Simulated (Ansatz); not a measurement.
# ZnS: stress in a strained cell

ZnS is deformed so: equal xy, yz and zx engineering shear strains of +3 %. What stress and forces result, by LAPW, PAW and all-electron datasets made for the crystal?

Method: DFT PBEsol, scalar-relativistic, in Ansatz 0.2.0.

### Step 1. Starting point

It takes space group P6_3mc (No. 186, hexagonal). Conventional cell: a = 3.811 Å, b = 3.811 Å, c = 6.234 Å, α = 90.00°, β = 90.00°, γ = 120.00°. Around Zn (site symmetry 3m) lie 4 S at 2.31 to 2.40 Å. S (site symmetry 3m) is surrounded by 4 Zn at 2.31 to 2.40 Å.

As a file:

```
Zn S
1.0
     3.81100    0.00000    0.00000
    -1.90550    3.30042    0.00000
     0.00000    0.00000    6.23400
Zn S
2 2
Direct
  0.33333 0.66667 0.00000
  0.66667 0.33333 0.50000
  0.33333 0.66667 0.38500
  0.66667 0.33333 0.88500
```

Atoms are numbered in the order of the input: Zn1, Zn2, S3, S4.

### Step 2. The deformed structure

Space group P6_3mc before, P1 after.

### Step 3. LAPW, all electrons

File input.yaml:

```yaml
crystal:
  lattice:
    - [3.8109987816, 0.0571649817, 0.0571649817]
    - [-1.8559930644, 3.2718392677, 0.0209238355]
    - [0.09351, 0.09351, 6.234]
  atoms:
    - { symbol: Zn, position: [0.3333333333, 0.6666666667, 0.0] }
    - { symbol: Zn, position: [0.6666666667, 0.3333333333, 0.5] }
    - { symbol: S, position: [0.3333333333, 0.6666666667, 0.385] }
    - { symbol: S, position: [0.6666666667, 0.3333333333, 0.885] }
kpoints:
  mp_grid: { grid: [8, 8, 5] }
  band_path:
    path:
      - [0.0, 0.0, 0.0]
      - [0.0, -0.5, 0.0]
      - [0.0, 0.0, 0.5]
      - [0.0, 0.0, 0.0]
      - [-0.5, 0.0, 0.0]
      - [-0.5, 0.5, -0.5]
      - [0.0, 0.0, 0.0]
      - [-0.5, 0.0, -0.5]
      - [-0.5, 0.5, 0.0]
    npoints: 5
scf:
  occupations: { method: fermi_dirac, width: 0.03 }
hamiltonian:
  xc: pbesol
  pseudopotentials: { kind: all_electron, lapw: { basis_error: 0.001 } }
output:
  forces: true
  stress: true
  eigenvalues: true
```

On the command line:

```bash
$ ansatz run input.yaml --threads 1 --pin off --max-ram 6144MiB --backend cpu --events-out ev --progress --plain --runs-dir out
```

### Step 4. PAW with frozen cores

File input.yaml:

```yaml
crystal:
  lattice:
    - [3.8109987816, 0.0571649817, 0.0571649817]
    - [-1.8559930644, 3.2718392677, 0.0209238355]
    - [0.09351, 0.09351, 6.234]
  atoms:
    - { symbol: Zn, position: [0.3333333333, 0.6666666667, 0.0] }
    - { symbol: Zn, position: [0.6666666667, 0.3333333333, 0.5] }
    - { symbol: S, position: [0.3333333333, 0.6666666667, 0.385] }
    - { symbol: S, position: [0.6666666667, 0.3333333333, 0.885] }
kpoints:
  mp_grid: { grid: [8, 8, 5] }
scf:
  occupations: { method: fermi_dirac, width: 0.03 }
hamiltonian:
  xc: pbesol
  pseudopotentials: { kind: paw }
output:
  forces: true
  stress: true
  eigenvalues: true
  efg: { contact_densities: true }
```

### Step 5. Datasets made for this crystal

input.yaml: that of step 4 with these lines changed.

```diff
@@ -16,3 +16,3 @@
   xc: pbesol
-  pseudopotentials: { kind: paw }
+  pseudopotentials: { kind: all_electron, datasets: crystal }
 output:
```

(Steps that only read results are left out.)

What does the calculation give? Wanted: pressure; largest shear or deviatoric stress.

**Answer**, as computed:

```
                                 quantity                                              value
                                 pressure  LAPW -1.15, PAW -1.16, crystal datasets -1.16 GPa
largest shear or deviatoric stress (LAPW)                                           1.72 GPa
```

In words: The largest part of the stress beyond the pressure is 1.72 GPa in size, in the xy component; the atoms are carried along and not relaxed. No run of the undeformed cell stands beside it, so the pressure holds what the given cell had before the change. PAW: stress within 0.01 GPa of LAPW, forces within 1 meV/Å. Crystal datasets: stress within 0.01 GPa of LAPW, forces within 1 meV/Å.
